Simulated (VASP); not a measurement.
**Vibrations of BP: a test of the settings**

Aim: test the modes of BP against the numerical settings. The starting structure is a measured crystal structure from the Crystallography Open Database.

Main program and level: VASP 6.6.1; Kohn-Sham DFT with plane waves and PAW; LDA.

## (1) Set-up

It takes space group F-43m (No. 216, cubic). Conventional cell: a = 4.538 Å, b = 4.538 Å, c = 4.538 Å, α = 90.00°, β = 90.00°, γ = 90.00°. Nearest to P lie 4 B at 1.97 Å. Nearest to B lie 4 P at 1.97 Å. Farther neighbours are not listed.

Coordinates:

```xyz
2
Lattice="0.0000 2.2690 2.2690 2.2690 0.0000 2.2690 2.2690 2.2690 0.0000" Properties=species:S:1:pos:R:3 pbc="T T T"
P     3.4035    3.4035    3.4035
B     0.0000    0.0000    0.0000
```

## (2) Reference modes

The cell comes from a relaxation at this level, not shown (22.63 Å³).

Input file INCAR:

```
SYSTEM = BP
PREC = Accurate
ENCUT = 450
EDIFF = 1E-08
NELM = 100
ISMEAR = 0
SIGMA = 0.03
LREAL = .FALSE.
ALGO = Normal
GGA = CA
NBANDS = 10
LORBIT = 11
LWAVE = .FALSE.
LCHARG = .FALSE.
KPAR = 2
IBRION = 8
LEPSILON = .TRUE.
ISIF = 2
```

Input file POSCAR:

```
BP
1.0
    0.0000000000      2.2450226657      2.2450226657
    2.2450226657      0.0000000000      2.2450226657
    2.2450226657      2.2450226657      0.0000000000
P B
1 1
Direct
    0.7500000000      0.7500000000      0.7500000000
    0.0000000000      0.0000000000      0.0000000000
```

Input file KPOINTS:

```
Automatic mesh
0
Gamma
8 8 8
0 0 0
```

Potentials, in the order of the species: P and B (LDA family, release 64).

Started as:

```
$ mpirun -np 2 vasp_std
```

The program printed:

```text
[banner, memory and clock lines left out]
running    2 mpi-ranks, on    1 nodes
 distrk:  each k-point on    1 cores,    2 groups
 distr:  one band on    1 cores,    1 groups

 POSCAR found type information on POSCAR P B
 POSCAR found :  2 types and       2 ions
 LDA part: xc-table for (Slater(with rela. corr.)+CA(PZ))
 , standard interpolation
 POSCAR, INCAR and KPOINTS ok, starting setup
 FFT: planning ... GRIDC
 FFT: planning ... GRID_SOFT
 FFT: planning ... GRID
 WAVECAR not read
 entering main loop
       N       E                     dE             d eps       ncg     rms          rms(c)
DAV:   1     0.528424408697E+01    0.52842E+01   -0.36788E+03   580   0.636E+02
DAV:   2    -0.147786301609E+02   -0.20063E+02   -0.19327E+02   818   0.106E+02
DAV:   3    -0.152963822259E+02   -0.51775E+00   -0.51686E+00   692   0.150E+01
DAV:   4    -0.152985702312E+02   -0.21880E-02   -0.21878E-02   724   0.117E+00
DAV:   5    -0.152985804750E+02   -0.10244E-04   -0.10243E-04   708   0.729E-02    0.769E+00
DAV:   6    -0.145330103525E+02    0.76557E+00   -0.17782E+00   648   0.624E+00    0.407E+00
DAV:   7    -0.144099357710E+02    0.12307E+00   -0.29413E-01   728   0.290E+00    0.131E+00
DAV:   8    -0.143968471918E+02    0.13089E-01   -0.35430E-02   684   0.105E+00    0.245E-01
DAV:   9    -0.143968758405E+02   -0.28649E-04   -0.74218E-04   660   0.205E-01    0.161E-01
DAV:  10    -0.143968725389E+02    0.33017E-05   -0.13850E-04   646   0.707E-02    0.337E-02
DAV:  11    -0.143968744966E+02   -0.19577E-05   -0.67856E-06   736   0.139E-02    0.379E-02
DAV:  12    -0.143968741597E+02    0.33690E-06   -0.19234E-06   674   0.633E-03    0.881E-03
DAV:  13    -0.143968741666E+02   -0.69591E-08   -0.74174E-08   718   0.172E-03
   1 F= -.14396874E+02 E0= -.14396874E+02  d E =-.785329E-22
 Linear response reoptimize wavefunctions to high precision
DAV:   1    -0.143968741634E+02    0.32139E-08   -0.12934E-08   656   0.529E-04
DAV:   2    -0.143968741634E+02    0.16939E-10   -0.24772E-10   350   0.127E-04
 Linear response G [H, r] |phi>, progress :
  Direction:   1
       N       E                     dE             d eps       ncg     rms
RMM:   1    -0.452839897158E+02   -0.45284E+02   -0.98761E+01  1444   0.441E+01
RMM:   2    -0.335133125848E+02    0.11771E+02   -0.31483E+00   939   0.111E+01
RMM:   3    -0.334609798564E+02    0.52333E-01   -0.48578E-02   984   0.116E+00
RMM:   4    -0.334597317766E+02    0.12481E-02   -0.34225E-03  1025   0.142E-01
RMM:   5    -0.334594512999E+02    0.28048E-03   -0.24043E-04  1018   0.184E-02
RMM:   6    -0.334594336433E+02    0.17657E-04   -0.53836E-05  1043   0.284E-03
RMM:   7    -0.334594295975E+02    0.40458E-05   -0.10036E-05  1004   0.583E-04
RMM:   8    -0.334594294793E+02    0.11814E-06   -0.74011E-06   881   0.252E-04
RMM:   9    -0.334594288300E+02    0.64930E-06   -0.15386E-06   768   0.216E-04
RMM:  10    -0.334594289664E+02   -0.13638E-06   -0.25788E-05   707   0.212E-04
RMM:  11    -0.334594288226E+02    0.14379E-06   -0.93334E-06   650   0.209E-04
RMM:  12    -0.334594290023E+02   -0.17969E-06   -0.28450E-05   558   0.211E-04
 Linear response G [H, r] |phi>, progress :
  Direction:   2
       N       E                     dE             d eps       ncg     rms
RMM:   1    -0.415076826677E+02   -0.41508E+02   -0.94338E+01  1444   0.420E+01
RMM:   2    -0.340672388968E+02    0.74404E+01   -0.20393E+00   934   0.955E+00
RMM:   3    -0.340472512440E+02    0.19988E-01   -0.29355E-02   981   0.968E-01
RMM:   4    -0.340467795081E+02    0.47174E-03   -0.33040E-03  1010   0.122E-01
RMM:   5    -0.340464979831E+02    0.28152E-03   -0.21568E-04  1023   0.157E-02
RMM:   6    -0.340464805485E+02    0.17435E-04   -0.29676E-05  1035   0.250E-03
RMM:   7    -0.340464765359E+02    0.40126E-05    0.28402E-05  1004   0.576E-04
RMM:   8    -0.340464760194E+02    0.51653E-06    0.67113E-06   866   0.303E-04
RMM:   9    -0.340464762376E+02   -0.21823E-06   -0.16615E-05   769   0.274E-04
RMM:  10    -0.340464760166E+02    0.22098E-06   -0.16225E-05   733   0.272E-04
RMM:  11    -0.340464756972E+02    0.31949E-06    0.76161E-07   636   0.270E-04
RMM:  12    -0.340464758520E+02   -0.15487E-06    0.25145E-05   544   0.272E-04
 Linear response G [H, r] |phi>, progress :
  Direction:   3
       N       E                     dE             d eps       ncg     rms
RMM:   1    -0.254427050838E+02   -0.25443E+02    0.60189E+01  1386   0.410E+01
RMM:   2    -0.203100686281E+02    0.51326E+01   -0.24237E+00   933   0.984E+00
RMM:   3    -0.202760794283E+02    0.33989E-01   -0.43763E-02   982   0.109E+00
RMM:   4    -0.202752201657E+02    0.85926E-03   -0.40503E-04  1019   0.137E-01
RMM:   5    -0.202752190287E+02    0.11371E-05   -0.11665E-05  1015   0.187E-02
RMM:   6    -0.202752190375E+02   -0.88591E-08   -0.13306E-06  1033   0.302E-03
RMM:   7    -0.202752190391E+02   -0.15853E-08   -0.47094E-06   982   0.708E-04
RMM:   8    -0.202752189969E+02    0.42234E-07   -0.30567E-06   879   0.357E-04
RMM:   9    -0.202752192129E+02   -0.21605E-06   -0.10631E-06   739   0.312E-04
RMM:  10    -0.202752192186E+02   -0.56868E-08    0.48498E-06   666   0.309E-04
RMM:  11    -0.202752192215E+02   -0.29334E-08   -0.10353E-05   568   0.308E-04
RMM:  12    -0.202752192192E+02    0.23346E-08    0.19623E-05   500   0.309E-04
 Linear response to external field (no local field effect), progress :
[...]
RMM:   2    -0.560914350329E+00   -0.20851E-01   -0.54498E-03  3076   0.437E-01    0.122E+00
RMM:   3    -0.545188052164E+00    0.15726E-01   -0.64628E-03  3147   0.464E-01    0.683E-01
RMM:   4    -0.557723463682E+00   -0.12535E-01   -0.61309E-03  3133   0.464E-01    0.112E-01
RMM:   5    -0.561812231344E+00   -0.40888E-02   -0.15122E-04  3144   0.813E-02    0.172E-02
RMM:   6    -0.561878757001E+00   -0.66526E-04   -0.10049E-06  3285   0.990E-03    0.864E-03
RMM:   7    -0.561952150658E+00   -0.73394E-04   -0.14813E-07  3243   0.281E-03    0.347E-04
RMM:   8    -0.561959084300E+00   -0.69336E-05   -0.18518E-09  3450   0.340E-04    0.177E-04
RMM:   9    -0.561959389878E+00   -0.30558E-06    0.59102E-09  3331   0.205E-04    0.409E-05
RMM:  10    -0.561959160334E+00    0.22954E-06   -0.53790E-10  2044   0.400E-05    0.606E-06
 change of polarisation eV/A/(eV/A) component  1 :     1.066     0.323     0.193
 dielectric tensor                  component  1 :     9.520     2.579     1.539
 Linear response to external field, progress :
  Direction:   2
       N       E                     dE             d eps       ncg     rms          rms(c)
RMM:   1    -0.540108929097E+00   -0.54011E+00   -0.24638E+00  4267   0.294E+00
RMM:   2    -0.560908395411E+00   -0.20799E-01   -0.55679E-03  3076   0.437E-01    0.122E+00
RMM:   3    -0.545186241037E+00    0.15722E-01   -0.64822E-03  3147   0.464E-01    0.683E-01
RMM:   4    -0.557721075341E+00   -0.12535E-01   -0.61362E-03  3133   0.464E-01    0.112E-01
RMM:   5    -0.561811435576E+00   -0.40904E-02   -0.15076E-04  3144   0.813E-02    0.172E-02
RMM:   6    -0.561879097633E+00   -0.67662E-04   -0.96745E-07  3282   0.989E-03    0.864E-03
RMM:   7    -0.561952285390E+00   -0.73188E-04   -0.15378E-07  3254   0.280E-03    0.347E-04
RMM:   8    -0.561959268942E+00   -0.69836E-05   -0.19762E-09  3443   0.341E-04    0.177E-04
RMM:   9    -0.561959548313E+00   -0.27937E-06    0.22803E-09  3325   0.203E-04    0.409E-05
RMM:  10    -0.561959316489E+00    0.23182E-06   -0.29423E-08  2069   0.397E-05    0.609E-06
 change of polarisation eV/A/(eV/A) component  2 :     0.311     1.066     0.169
 dielectric tensor                  component  2 :     2.484     9.520     1.348
 Linear response to external field, progress :
  Direction:   3
       N       E                     dE             d eps       ncg     rms          rms(c)
RMM:   1    -0.540065570894E+00   -0.54007E+00   -0.24633E+00  4267   0.294E+00
RMM:   2    -0.560910769208E+00   -0.20845E-01   -0.55268E-03  3076   0.437E-01    0.122E+00
RMM:   3    -0.545186716622E+00    0.15724E-01   -0.64774E-03  3147   0.464E-01    0.683E-01
RMM:   4    -0.557721601137E+00   -0.12535E-01   -0.61333E-03  3133   0.464E-01    0.112E-01
RMM:   5    -0.561811831254E+00   -0.40902E-02   -0.15089E-04  3144   0.813E-02    0.172E-02
RMM:   6    -0.561879002153E+00   -0.67171E-04   -0.97045E-07  3286   0.989E-03    0.864E-03
RMM:   7    -0.561952290727E+00   -0.73289E-04   -0.15429E-07  3251   0.280E-03    0.347E-04
RMM:   8    -0.561959261764E+00   -0.69710E-05    0.14597E-10  3452   0.341E-04    0.177E-04
RMM:   9    -0.561959552109E+00   -0.29034E-06    0.43986E-09  3321   0.204E-04    0.409E-05
RMM:  10    -0.561959319081E+00    0.23303E-06   -0.17648E-08  2062   0.401E-05    0.610E-06
 change of polarisation eV/A/(eV/A) component  3 :     0.242     0.273     1.066
 dielectric tensor                  component  3 :     1.935     2.184     9.520
 Linear response DOF=           2
 Linear response progress:
  Degree of freedom:   1/  2
       N       E                     dE             d eps       ncg     rms          rms(c)
RMM:   1    -0.438778092828E-01   -0.43878E-01   -0.24835E-04  4399   0.143E+00
RMM:   2    -0.411077801076E-01    0.27700E-02   -0.28025E-03  2957   0.219E-01    0.151E-01
RMM:   3    -0.409531112671E-01    0.15467E-03   -0.20255E-04  3130   0.370E-02    0.857E-02
RMM:   4    -0.412230505706E-01   -0.26994E-03   -0.98976E-05  3085   0.359E-02    0.791E-03
RMM:   5    -0.411869419305E-01    0.36109E-04   -0.16642E-05  3218   0.607E-03    0.384E-03
RMM:   6    -0.411800553261E-01    0.68866E-05    0.39889E-06  3217   0.822E-04    0.243E-03
RMM:   7    -0.411796311537E-01    0.42417E-06    0.67216E-06  3275   0.427E-04    0.119E-04
RMM:   8    -0.411792006353E-01    0.43052E-06    0.63655E-06  3307   0.844E-05    0.522E-05
RMM:   9    -0.411792588165E-01   -0.58181E-07    0.49854E-06  3403   0.387E-05    0.420E-06
RMM:  10    -0.411792688204E-01   -0.10004E-07    0.50196E-06  3481   0.227E-05    0.518E-06
RMM:  11    -0.411792129509E-01    0.55869E-07    0.54301E-06  3007   0.204E-05    0.343E-07
RMM:  12    -0.411792068273E-01    0.61236E-08    0.54901E-06  1747   0.192E-05    0.114E-07
RMM:  13    -0.411792061928E-01    0.63446E-09    0.54993E-06  1321   0.192E-05    0.210E-08
 first order change of Fermi-energy   0.42603E-03
 force on displaced ion       1 direction 1 : -19.805   0.000   0.000
 Born effective charge ion    1 direction 1 :   0.580   0.000   0.000
 Linear response progress:
  Degree of freedom:   2/  2
       N       E                     dE             d eps       ncg     rms          rms(c)
RMM:   1    -0.468292977935E-01   -0.46829E-01   -0.10460E-02  4614   0.115E+00
RMM:   2    -0.427109196867E-01    0.41184E-02   -0.34414E-04  2997   0.240E-01    0.154E-01
RMM:   3    -0.427100608157E-01    0.85887E-06    0.31713E-05  3053   0.941E-02    0.805E-02
RMM:   4    -0.431291897900E-01   -0.41913E-03   -0.48315E-05  3011   0.888E-02    0.973E-03
RMM:   5    -0.431215771322E-01    0.76127E-05    0.82566E-06  3201   0.110E-02    0.122E-03
RMM:   6    -0.431244691928E-01   -0.28921E-05   -0.13006E-07  3204   0.135E-03    0.447E-04
RMM:   7    -0.431230434008E-01    0.14258E-05   -0.39182E-07  3274   0.366E-04    0.111E-04
RMM:   8    -0.431233065115E-01   -0.26311E-06   -0.83333E-07  3360   0.733E-05    0.322E-05
RMM:   9    -0.431233086170E-01   -0.21056E-08   -0.11741E-06  3411   0.333E-05    0.354E-06
RMM:  10    -0.431233208981E-01   -0.12281E-07   -0.10301E-06  3444   0.174E-05    0.136E-06
RMM:  11    -0.431233142059E-01    0.66921E-08   -0.10671E-06  3067   0.143E-05    0.262E-07
RMM:  12    -0.431233145895E-01   -0.38353E-09   -0.10842E-06  2044   0.132E-05    0.966E-08
 first order change of Fermi-energy  -0.18969E-03
 force on displaced ion       2 direction 1 : -19.805   0.000   0.000
 Born effective charge ion    2 direction 1 :  -0.661   0.000   0.000
 Born effective charges drift removed
 Linear response finished
```

It took 49 s on 2 MPI ranks of AMD EPYC 9R14 (Zen 4), shared host; peak memory 0.28 GiB; 96 s of CPU time.

Lines that name or quote the potential files are left out of all logs, and their timing lines are given in words.

OUTCAR, selected parts (step 2):

```text
ion  position               nearest neighbor table
   1  0.750  0.750  0.750-   2 1.94   2 1.94   2 1.94   2 1.94
   2  0.000  0.000  0.000-   1 1.94   1 1.94   1 1.94   1 1.94

  LATTYP: Found a face centered cubic cell.
 ALAT       =     4.4900453314

 Subroutine GETGRP returns: Found 24 space group operations
 (whereof 24 operations were pure point group operations)

The static configuration has the point symmetry T_d .

 Found     29 irreducible k-points:

   k-points           NKPTS =     29   k-points in BZ     NKDIM =     29   number of bands    NBANDS=     10

   dimension x,y,z NGX =    24 NGY =   24 NGZ =   24
   dimension x,y,z NGXF=    48 NGYF=   48 NGZF=   48

   ENCUT  =  450.0 eV  33.07 Ry    5.75 a.u.   5.49  5.49  5.49*2*pi/ulx,y,z

   NELECT =       8.0000    total number of electrons

 k-points in reciprocal lattice and weights: Automatic mesh
   0.00000000  0.00000000  0.00000000       0.002
   0.12500000  0.00000000  0.00000000       0.016
   0.25000000  0.00000000  0.00000000       0.016
   0.37500000  0.00000000  0.00000000       0.016
   0.50000000  0.00000000  0.00000000       0.008
   0.12500000  0.12500000  0.00000000       0.012
   0.25000000  0.12500000  0.00000000       0.047
   0.37500000  0.12500000  0.00000000       0.047
   0.50000000  0.12500000  0.00000000       0.047
[...]
-0.37500000  0.50000000  0.12500000       0.023
  -0.25000000  0.50000000  0.25000000       0.012

 average (electrostatic) potential at core
       1 -81.8952       2 -29.5432

  Total       -0.0017782     -0.0017782     -0.0017782      0.0000000     -0.0000000      0.0000000
  in kB       -0.1258893     -0.1258893     -0.1258893      0.0000000     -0.0000000      0.0000000
  external PRESSURE =      -0.1258893 kB  Pullay stress =       0.0000000 kB

  energy-cutoff  :      450.00
  volume of cell :       22.63
      direct lattice vectors                 reciprocal lattice vectors
     0.000000000  2.245022666  2.245022666    -0.222714901  0.222714901  0.222714901
     2.245022666  0.000000000  2.245022666     0.222714901 -0.222714901  0.222714901
     2.245022666  2.245022666  0.000000000     0.222714901  0.222714901 -0.222714901

 POSITION                                       TOTAL-FORCE (eV/Angst)
 -----------------------------------------------------------------------------------
      3.36753      3.36753      3.36753         0.000000      0.000000      0.000000
      0.00000      0.00000      0.00000        -0.000000     -0.000000     -0.000000
 -----------------------------------------------------------------------------------
    total drift:                               -0.000000     -0.000000     -0.000000

 MACROSCOPIC STATIC DIELECTRIC TENSOR (including local field effects in DFT)
 ------------------------------------------------------
           9.520237     0.000000     0.000000
           0.000000     9.520237     0.000000
           0.000000     0.000000     9.520237
 ------------------------------------------------------

 PIEZOELECTRIC TENSOR (including local field effects)  for field in x, y, z        (C/m^2)
          XX          YY          ZZ          XY          YZ          ZX
  --------------------------------------------------------------------------------
  x     0.00000     0.00000     0.00000     0.00000    -0.16300     0.00000
  y    -0.00000    -0.00000    -0.00000     0.00000     0.00000    -0.16300
  z     0.00000    -0.00000     0.00000    -0.16300     0.00000     0.00000

 BORN EFFECTIVE CHARGES (including local field effects) (in |e|, cummulative output)
 ---------------------------------------------------------------------------------
 ion    1
    1     0.61831     0.00000     0.00000
    2    -0.00000     0.61831    -0.00000
    3     0.00000    -0.00000     0.61831
 ion    2
    1    -0.61831     0.00000    -0.00000
    2     0.00000    -0.61831     0.00000
    3    -0.00000     0.00000    -0.61831

 Eigenvectors and eigenvalues of the dynamical matrix
 ----------------------------------------------------

   1 f  =   24.576112 THz   154.416266 2PiTHz  819.770857 cm-1   101.638587 meV
             X         Y         Z           dx          dy          dz
      3.367534  3.367534  3.367534     0.000000    0.508658    0.000000
      0.000000  0.000000  0.000000     0.000000   -0.860969    0.000000

   2 f  =   24.576112 THz   154.416266 2PiTHz  819.770857 cm-1   101.638587 meV
             X         Y         Z           dx          dy          dz
      3.367534  3.367534  3.367534    -0.508658    0.000000    0.000000
      0.000000  0.000000  0.000000     0.860969    0.000000    0.000000

   3 f  =   24.576112 THz   154.416266 2PiTHz  819.770857 cm-1   101.638587 meV
             X         Y         Z           dx          dy          dz
      3.367534  3.367534  3.367534     0.000000    0.000000   -0.508658
      0.000000  0.000000  0.000000     0.000000    0.000000    0.860969

   4 f/i=    0.000108 THz     0.000676 2PiTHz    0.003589 cm-1     0.000445 meV
             X         Y         Z           dx          dy          dz
      3.367534  3.367534  3.367534     0.860969    0.000000    0.000000
      0.000000  0.000000  0.000000     0.508658    0.000000    0.000000

   5 f/i=    0.000108 THz     0.000676 2PiTHz    0.003589 cm-1     0.000445 meV
             X         Y         Z           dx          dy          dz
      3.367534  3.367534  3.367534     0.000000   -0.860969    0.000000
      0.000000  0.000000  0.000000     0.000000   -0.508658    0.000000

   6 f/i=    0.000108 THz     0.000676 2PiTHz    0.003589 cm-1     0.000445 meV
             X         Y         Z           dx          dy          dz
      3.367534  3.367534  3.367534     0.000000    0.000000    0.860969
      0.000000  0.000000  0.000000     0.000000    0.000000    0.508658

 MACROSCOPIC STATIC DIELECTRIC TENSOR IONIC CONTRIBUTION
 ------------------------------------------------------
           0.154356     0.000000    -0.000000
           0.000000     0.154356     0.000000
          -0.000000     0.000000     0.154356
 ------------------------------------------------------

 ELASTIC MODULI CONTR FROM IONIC RELAXATION (kBar)
 Direction    XX          YY          ZZ          XY          YZ          ZX
 --------------------------------------------------------------------------------
 XX          -0.0000     -0.0000     -0.0000      0.0000      0.0000      0.0000
 YY          -0.0000     -0.0000     -0.0000      0.0000      0.0000     -0.0000
 ZZ          -0.0000     -0.0000     -0.0000      0.0000      0.0000      0.0000
 XY           0.0000      0.0000      0.0000   -213.4651      0.0000     -0.0000
 YZ           0.0000      0.0000      0.0000      0.0000   -213.4651     -0.0000
 ZX           0.0000     -0.0000      0.0000     -0.0000     -0.0000   -213.4651
 --------------------------------------------------------------------------------

 PIEZOELECTRIC TENSOR IONIC CONTR  for field in x, y, z        (C/m^2)
          XX          YY          ZZ          XY          YZ          ZX
  --------------------------------------------------------------------------------
  x    -0.00000    -0.00000    -0.00000    -0.00000     0.17080     0.00000
  y    -0.00000     0.00000    -0.00000     0.00000     0.00000     0.17080
  z    -0.00000    -0.00000    -0.00000     0.17080    -0.00000     0.00000
```

Energies printed during the response cycles are not total energies of the cell.

Reference: the zone-centre mode is T2 819.8 cm⁻¹.

[end of part 1 of 2]

[Lines on the potential files, build, host, timing and source positions are cut from VASP's logs without a mark.]

[Logs are printed without paths, hosts, clocks, repeated set-up lines and the standing remarks that a program may print on its own settings, such as how far it seeks lower states.]

[Hosts, paths, dates, database ids (printed as entryN), source tags and the programs' standing remarks are cut or masked in the printed files.]
